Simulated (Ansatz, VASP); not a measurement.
## One calculation of MoS2, two programs

The input INCAR:

```
ALGO = Normal
EDIFF = 1E-6
ENCUT = 520
GGA = PE
ISIF = 2
ISMEAR = -1
LASPH = T
LCHARG = T
LELF = T
LREAL = F
LVHAR = T
LWAVE = F
NBANDS = 20
NELM = 60
PREC = Accurate
SIGMA = 0.05
```

The input KPOINTS:

```
k-points
0
Gamma
  8 8 8
```

POSCAR

```
MoS2
1.0
    0.0000000000      3.0157927361      3.0157927361
    3.0157927361      0.0000000000      3.0157927361
    3.0157927361      3.0157927361      0.0000000000
Mo S
1 2
Direct
    0.0000000000      0.0000000000      0.0000000000
    0.2500000000      0.2500000000      0.2500000000
    0.7500000000      0.7500000000      0.7500000000
```

Contents of input.yaml:

```yaml
crystal:
  lattice:
    - [0.0, 3.0157927361, 3.0157927361]
    - [3.0157927361, 0.0, 3.0157927361]
    - [3.0157927361, 3.0157927361, 0.0]
  atoms:
    - { symbol: Mo, position: [0.0, 0.0, 0.0] }
    - { symbol: S, position: [0.25, 0.25, 0.25] }
    - { symbol: S, position: [0.75, 0.75, 0.75] }
kpoints:
  mp_grid: { grid: [8, 8, 8] }
scf:
  occupations: { method: fermi_dirac, width: 0.05 }
hamiltonian:
  xc: pbe
  pseudopotentials: { kind: all_electron, lapw: { basis_error: 0.001 } }
output:
  forces: true
  stress: true
  eigenvalues: true
```

Change from the starting cell: volume scaled by 1.02.

Alike in both runs: task single point; functional PBE; k mesh 8 × 8 × 8; occupations fermi-dirac, width 0.05 eV; no spin polarisation.

```csv
,VASP,Ansatz
version,VASP 6.6.1,Ansatz 0.2.0
potentials or method,"VASP PAW PBE potentials, release 64 (Mo_sv, S)","all-electron LAPW, scalar-relativistic"
plane-wave cutoff (eV),520,see its input
```

Ansatz gave:

```
gap on the k mesh at the Fermi level (eV) : none
pressure (GPa)                            : -8.9
```

Question: What did VASP give for the same quantities?

Answer: gap on the k mesh at the Fermi level (eV): none; pressure (GPa): -9.0.

A gap of «none» marks a metal or a gap that the smearing closes. Ansatz ran all-electron here, so the differences hold the error of VASP's frozen core and of both bases.
